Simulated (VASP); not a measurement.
Set up this calculation in VASP 6.6.1, as the native input.

| Property | Result |
| --- | --- |
| Task | relaxation of cell and atoms |
| Functional | PBE |
| Dispersion | D3(BJ) |
| Potentials or basis | VASP PAW PBE potentials, release 64 (C) |
| Cutoff | 600 eV |
| k mesh | 21 × 21 × 6 |
| Occupations | gaussian, width 0.1 eV |
| Spin | no spin polarisation |
| Dipole correction | no |
| Further INCAR settings | ALGO = Fast; EDIFF = 1e-06; IBRION = 2; EDIFFG = -0.005; NSW = 100; ISIF = 3 |

The structure of C lies in POSCAR:

```
C
1.0
    2.4699988104      0.0000000000      0.0000000000
   -1.2349994052      2.1390817171      0.0000000000
    0.0000000000      0.0000000000      6.7900000000
C
4
Direct
    0.0000000000      0.0000000000      0.0000000000
    0.0000000000      0.0000000000      0.5000000000
    0.3333333333      0.6666666667      0.0050000000
    0.6666666667      0.3333333333      0.5050000000
```

This is a stacking variant of graphite.

The input as run:

INCAR

```
  ALGO = Fast
  EDIFF = 1E-6
  EDIFFG = -0.005
  ENCUT = 600
  GGA = PE
  IBRION = 2
  ISIF = 3
  ISMEAR = 0
  IVDW = 12
  LASPH = True
  LCHARG = False
  LREAL = False
  LWAVE = False
  NELM = 100
  NSW = 100
  PREC = Accurate
  SIGMA = 0.1
```

KPOINTS

```
k-points
0
Gamma
  21 21 6
```

Potentials or basis: VASP PAW PBE potentials, release 64 (C).

Command:

```sh
$ cat potpaw_PBE.64/C/POTCAR > POTCAR
$ mpirun -np 1 vasp_std > vasp.out
```

Results of the run:

```yaml
Relaxed_volume: 8.78 Å³/atom
Relaxed_cell: a = 2.465 Å, b = 2.465 Å, c = 6.674 Å, α = 90.00°, β = 90.00°, γ = 120.00°
Space_group_after_relaxing_to_0.05_Å: P6_3/mmc (No. 194)
Energy_gained_by_relaxing: 5.3 meV/atom
Ionic_steps: 15
Pressure_after_relaxing: 0.0 GPa
Largest_force_after_relaxing: 0.003 eV/Å
Band_gap_on_the_k_mesh: none (metal or under the smearing width)
Dispersion_energy_per_atom: -0.157 eV
```

Run time: 9.8 min on 1 thread of Intel(R) Xeon(R) Platinum 8259CL CPU @ 2.50GHz (Skylake/Cascade Lake), on a shared host, peak memory 0.23 GiB.
